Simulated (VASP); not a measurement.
# CdS (F-43m) in VASP: a series of runs

Runs on CdS. Level: r2SCAN. Tasks: single point.

Everything below comes from runs of VASP 6.6.1. Logs are shortened: lines on timing, memory, paths and dates and some standing lists are left out, and cuts for length are marked.

### 1 The cell of the first run

Symmetry: F-43m, No. 216, cubic system. The conventional cell has a = 5.354 Å, b = 5.354 Å, c = 5.354 Å, α = 90.00°, β = 90.00°, γ = 90.00°. Cd (site symmetry -43m) has 4 S at 2.32 Å as nearest neighbours. S (site symmetry -43m) has 4 Cd at 2.32 Å as nearest neighbours.

### 2 Single point, r2SCAN (strain -0.080 along x and y, -0.080 along z, atoms carried along)

POSCAR

```
CdS
1.0
    0.0000000000      2.6772000000      2.6772000000
    2.6772000000      0.0000000000      2.6772000000
    2.6772000000      2.6772000000      0.0000000000
Cd S
1 1
Direct
    0.0000000000      0.0000000000      0.0000000000
    0.7500000000      0.7500000000      0.7500000000
```

INCAR.step1

```
SYSTEM = CdS
PREC = Accurate ; ENCUT = 520
ISMEAR = 0 ; SIGMA = 0.05
LREAL = .False. ; LASPH = .True.
NELM = 100 ; NBANDS = 16
GGA = PE ; ALGO = Normal
EDIFF = 1E-4 ; LWAVE = .True.
LCHARG = .False.
```

INCAR.step2

```
SYSTEM = CdS
PREC = Accurate ; ENCUT = 520
EDIFF = 1E-6 ; ISMEAR = 0
SIGMA = 0.05 ; LREAL = .False.
LASPH = .True. ; NELM = 100
ALGO = Normal ; ISIF = 2
LWAVE = .False. ; LCHARG = .True.
METAGGA = R2SCAN ; LMIXTAU = .True.
LELF = .True. ; LVHAR = .True.
NBANDS = 16 ; ISTART = 1
```

KPOINTS

```
Automatic mesh
0
Gamma
  8 8 8
  0 0 0
```

Potentials or basis: VASP PAW PBE potentials, release 64 (Cd, S).

Command:

```
$ cat potpaw_PBE.64/Cd/POTCAR potpaw_PBE.64/S/POTCAR > POTCAR
$ cp INCAR.step1 INCAR
$ mpirun -np 1 vasp_std > vasp.out
$ cp INCAR.step2 INCAR
$ mpirun -np 1 vasp_std > vasp.out
```

OUTCAR:

```text
SYSTEM = CdS
   PREC = Accurate
   ENCUT = 520
   EDIFF = 1E-6
   ISMEAR = 0
   LREAL = .False.
   LASPH = .True.
   NELM = 100
   ISIF = 2
   METAGGA = R2SCAN
   ISTART = 1

 ion  position               nearest neighbor table
   1  0.000  0.000  0.000-   2 2.32   2 2.32   2 2.32   2 2.32
   2  0.750  0.750  0.750-   1 2.32   1 2.32   1 2.32   1 2.32

  LATTYP: Found a face centered cubic cell.
 ALAT       =     5.3544000000

  Lattice vectors:

 A1 = (   0.0000000000,   2.6772000000,   2.6772000000)
 A2 = (   2.6772000000,   0.0000000000,   2.6772000000)
 A3 = (   2.6772000000,   2.6772000000,   0.0000000000)

Analysis of symmetry for initial positions (statically):
=====================================================================
 Subroutine PRICEL returns:
 Original cell was already a primitive cell.

 Routine SETGRP: Setting up the symmetry group for a
 face centered cubic supercell.

 Subroutine GETGRP returns: Found 24 space group operations
 (whereof 24 operations were pure point group operations)
 out of a pool of 48 trial point group operations.

The static configuration has the point symmetry T_d .

Analysis of symmetry for dynamics (positions and initial velocities):
=====================================================================
 Subroutine PRICEL returns:
 Original cell was already a primitive cell.

 Routine SETGRP: Setting up the symmetry group for a
 face centered cubic supercell.

 Subroutine GETGRP returns: Found 24 space group operations
 (whereof 24 operations were pure point group operations)
 out of a pool of 48 trial point group operations.

The dynamic configuration has the point symmetry T_d .

 Subroutine INISYM returns: Found 24 space group operations
 (whereof 24 operations are pure point group operations),
 and found     1 'primitive' translations

----------------------------------------------------------------------------------------

                                     Primitive cell

  volume of cell :      38.3771

  direct lattice vectors                    reciprocal lattice vectors
     0.000000000  2.677200000  2.677200000    -0.186762289  0.186762289  0.186762289
     2.677200000  0.000000000  2.677200000     0.186762289 -0.186762289  0.186762289
     2.677200000  2.677200000  0.000000000     0.186762289  0.186762289 -0.186762289

  length of vectors
     3.786132549  3.786132549  3.786132549     0.323481773  0.323481773  0.323481773

[... 80 lines left out ...]
   EDIFF  = 0.1E-05   stopping-criterion for ELM
   LREAL  =      F    real-space projection
   EDIFFG = 0.1E-04   stopping-criterion for IOM
   NSW    =      0    number of steps for IOM
   IBRION =     -1    ionic relax: 0-MD 1-quasi-New 2-CG
   NFREE  =      0    steps in history (QN), initial steepest desc. (CG)
   ISIF   =      2    stress and relaxation
   ISYM   =      2    0-nonsym 1-usesym 2-fastsym
   POTIM  = 0.5000    time-step for ionic-motion
   TEBEG  =    0.0;   TEEND  =   0.0 temperature during run
   PSTRESS=    0.0 pullay stress
   NELECT =      18.0000    total number of electrons
   NUPDOWN=      -1.0000    fix difference up-down
   EMIN   =  10.00;   EMAX   =-10.00  energy-range for DOS
   EFERMI =   0.00;   METHOD = LEGACY
   ISMEAR =     0;   SIGMA  =   0.05  broadening in eV -4-tet -1-fermi 0-gaus
   EFERMI_NEDOS =   21; number of points for ismear=-14 and -15
   IALGO  =     38    algorithm
   IMIX   =      4    mixing-type and parameters
     AMIX     =   0.40;   BMIX     =  1.00
     AMIX_MAG =   1.60;   BMIX_MAG =  1.00
  volume/ion in A,a.u.               =      19.19       129.49
  Fermi-wavevector in a.u.,A,eV,Ry     =   1.271964  2.403664 22.012766  1.617893
  Thomas-Fermi vector in A             =   2.404868
   LORBIT       =      0    0 simple, 1 ext, 2 COOP (PROOUT), +10 PAW based schemes
   METAGGA = R2SCAN    functional components
   LHFCALC =     F    Hartree Fock is set to
   AEXX    =    0.0000 exact exchange contribution
   IVDW    =     0    specifies the selected vdW correction
   LEPSILON=     F    determine dielectric tensor
   LRPA    =     F    only Hartree local field effects (RPA)
 non-spin polarized calculation
 Gauss-broadening in eV      SIGMA  =   0.05
  energy-cutoff  :      520.00
  volume of cell :       38.38
 maximum number of plane-waves:      1056
   NGX = 15   NGY = 15   NGZ = 15

 number of electron      18.0000006 magnetization

 Free energy of the ion-electron system (eV)
  ---------------------------------------------------
  ext. energy  EPLUGINS =         0.00000000
  ---------------------------------------------------
  free energy    TOTEN  =       -28.69055151 eV

  energy without entropy =      -28.69055151  energy(sigma->0) =      -28.69055151

 E-fermi :   3.9840     XC(G=0): -11.0879

 val. band max:        3.7297757274   @ k =   0.0000   0.0000   0.0000
 cond. band min:       5.8508292481   @ k =   0.0000   0.0000   0.0000
 fundamental gap:      2.1210535207
 Fermi energy:         3.9839614896

 k-point     1 :       0.0000    0.0000    0.0000
  band No.  band energies     occupation
      1     -11.2033      2.00000
      2      -5.6920      2.00000
      3      -5.6920      2.00000
      4      -5.6920      2.00000
      5      -4.7041      2.00000
      6      -4.7041      2.00000
[... 433 lines left out ...]
      3      -5.3009      2.00000
      4      -4.7868      2.00000
      5      -4.6544      2.00000
      6      -3.8107      2.00000
[... 8 lines left out ...]
     15      17.1630      0.00000
     16      18.5098      0.00000

 [... further k-points ...]

------------------------ aborting loop because EDIFF is reached ----------------------------------------

  FORCE on cell =-STRESS in cart. coord.  units (eV):
  Direction    XX          YY          ZZ          XY          YZ          ZX
  --------------------------------------------------------------------------------------
  -------------------------------------------------------------------------------------
  Total        7.8257086      7.8257086      7.8257086     -0.0000000      0.0000000     -0.0000000
  in kB      326.7095374    326.7095374    326.7095374     -0.0000000      0.0000000     -0.0000000
  external PRESSURE =     326.7095374 kB  Pullay stress =       0.0000000 kB

 VOLUME and BASIS-vectors are now :
 -----------------------------------------------------------------------------
  energy-cutoff  :      520.00
  volume of cell :       38.38
      direct lattice vectors                 reciprocal lattice vectors
     0.000000000  2.677200000  2.677200000    -0.186762289  0.186762289  0.186762289
     2.677200000  0.000000000  2.677200000     0.186762289 -0.186762289  0.186762289
     2.677200000  2.677200000  0.000000000     0.186762289  0.186762289 -0.186762289

 POSITION                                       TOTAL-FORCE (eV/Angst)
 -----------------------------------------------------------------------------------
      0.00000      0.00000      0.00000        -0.000000     -0.000000     -0.000000
      4.01580      4.01580      4.01580         0.000000      0.000000      0.000000
 -----------------------------------------------------------------------------------
    total drift:                                0.000007      0.000007      0.000007

  FREE ENERGIE OF THE ION-ELECTRON SYSTEM (eV)
  ---------------------------------------------------
  free  energy   TOTEN  =       -28.6905515128 eV

  energy  without entropy=      -28.6905515128  energy(sigma->0) =      -28.69055151
```

OUTCAR.step1:

```text
SYSTEM = CdS
   PREC = Accurate
   ENCUT = 520
   ISMEAR = 0
   LREAL = .False.
   LASPH = .True.
[... 678 lines left out ...]
      0.00000      0.00000      0.00000        -0.000000     -0.000000     -0.000000
      4.01580      4.01580      4.01580         0.000000      0.000000      0.000000
 -----------------------------------------------------------------------------------
    total drift:                               -0.000000     -0.000000     -0.000000

  FREE ENERGIE OF THE ION-ELECTRON SYSTEM (eV)
  ---------------------------------------------------
  free  energy   TOTEN  =        -5.0450294580 eV

  energy  without entropy=       -5.0450294580  energy(sigma->0) =       -5.04502946
```

OSZICAR.step1:

```text
N       E                     dE             d eps       ncg     rms          rms(c)
DAV:   1     0.115064585230E+03    0.11506E+03   -0.94306E+03   952   0.107E+03
DAV:   2    -0.171734751587E+01   -0.11678E+03   -0.11024E+03  1192   0.266E+02
DAV:   3    -0.560715583763E+01   -0.38898E+01   -0.38852E+01  1080   0.512E+01
DAV:   4    -0.562753177855E+01   -0.20376E-01   -0.20375E-01  1184   0.373E+00
DAV:   5    -0.562773747355E+01   -0.20570E-03   -0.20569E-03  1104   0.351E-01    0.147E+01
DAV:   6    -0.507947712134E+01    0.54826E+00   -0.78904E-01  1360   0.143E+01    0.107E+01
DAV:   7    -0.504674573358E+01    0.32731E-01   -0.32098E-01  1184   0.416E+00    0.392E+00
DAV:   8    -0.504522902386E+01    0.15167E-02   -0.35999E-02  1112   0.267E+00    0.620E-01
DAV:   9    -0.504500093887E+01    0.22808E-03   -0.40610E-03  1088   0.103E+00    0.927E-02
DAV:  10    -0.504502945801E+01   -0.28519E-04   -0.28856E-04  1192   0.274E-01
   1 F= -.50450295E+01 E0= -.50450295E+01  d E =-.365457E-17
```

Run time: 48 s. Hardware: 1 thread of Intel Xeon Platinum 8488C (Sapphire Rapids), shared host; peak memory 0.17 GiB.

Results:

| Property | Result |
| --- | --- |
| Free energy | -28.6906 eV |
| Pressure | 32.7 GPa |
| Band gap on the k mesh | 2.12 eV, direct |

Caveat: so large a pressure means that the cell lies far from this level's equilibrium, or that cutoff or potentials fall short; the potentials were made for another functional, which shifts forces and pressure.

### 3 Single point, r2SCAN (strain +0.080 along x and y, +0.000 along z, atoms carried along)

POSCAR

```
CdS
1.0
    0.0000000000      3.1428000000      2.9100000000
    3.1428000000      0.0000000000      2.9100000000
    3.1428000000      3.1428000000      0.0000000000
Cd S
1 1
Direct
    0.0000000000      0.0000000000      0.0000000000
    0.7500000000      0.7500000000      0.7500000000
```

INCAR.step1

```
PREC = Accurate ; ENCUT = 520
ISMEAR = 0 ; SIGMA = 0.05
LREAL = F ; LASPH = T
NELM = 100 ; NBANDS = 16
GGA = PE ; ALGO = Normal
EDIFF = 1E-4 ; LWAVE = T
LCHARG = F
```

INCAR.step2

```
PREC = Accurate ; ENCUT = 520
EDIFF = 1E-7 ; ISMEAR = 0
SIGMA = 0.05 ; LREAL = F
LASPH = T ; NELM = 100
ALGO = Normal ; ISIF = 2
LWAVE = F ; LCHARG = F
METAGGA = R2SCAN ; LMIXTAU = T
NBANDS = 16 ; ISTART = 1
```

KPOINTS

```
Automatic mesh
0
Gamma
  8 8 8
```

Potentials or basis: VASP PAW PBE potentials, release 64 (Cd, S).

Command:

```
$ cat potpaw_PBE.64/Cd/POTCAR potpaw_PBE.64/S/POTCAR > POTCAR
$ cp INCAR.step1 INCAR
$ mpirun -np 1 vasp_std > vasp.out
$ cp INCAR.step2 INCAR
$ mpirun -np 1 vasp_std > vasp.out
```

Wall time 2.7 min (1 thread of Intel Xeon Platinum 8488C (Sapphire Rapids), shared host); peak memory 0.22 GiB.

It converged, with:

| Quantity | Value |
| --- | --- |
| Free energy | -29.5470 eV |
| Pressure | -5.6 GPa |
| Band gap on the k mesh | 1.11 eV, direct |

Stress tensor (GPa, compression positive):
```
-6.18  0.00  0.00
 0.00 -6.18  0.00
 0.00  0.00 -4.53
```

Levels at points of the mesh, in eV from the valence-band top:
```
           k point  band 5  band 6  band 7  band 8  band 9  band 10  band 11  band 12  band 13  band 14
(0.00, 0.00, 0.00)   -7.37   -7.36   -0.18   -0.18    0.00     1.11     6.94     6.98     6.98    10.90
(0.50, 0.00, 0.00)   -7.32   -7.10   -3.73   -0.82   -0.56     3.04     7.05     7.25     7.68    10.86
(0.50, 0.50, 0.00)   -7.30   -6.97   -3.19   -1.74   -1.74     3.80     3.97     9.47    10.37    10.37
(0.50, 0.00, 0.50)   -7.32   -7.08   -3.59   -1.51   -1.42     4.00     4.58     8.78    10.10    10.86
```

Caveat: the PAW data sets were made with another functional, which shifts forces and pressure a little.

(Part 1 of 3 ends here.)
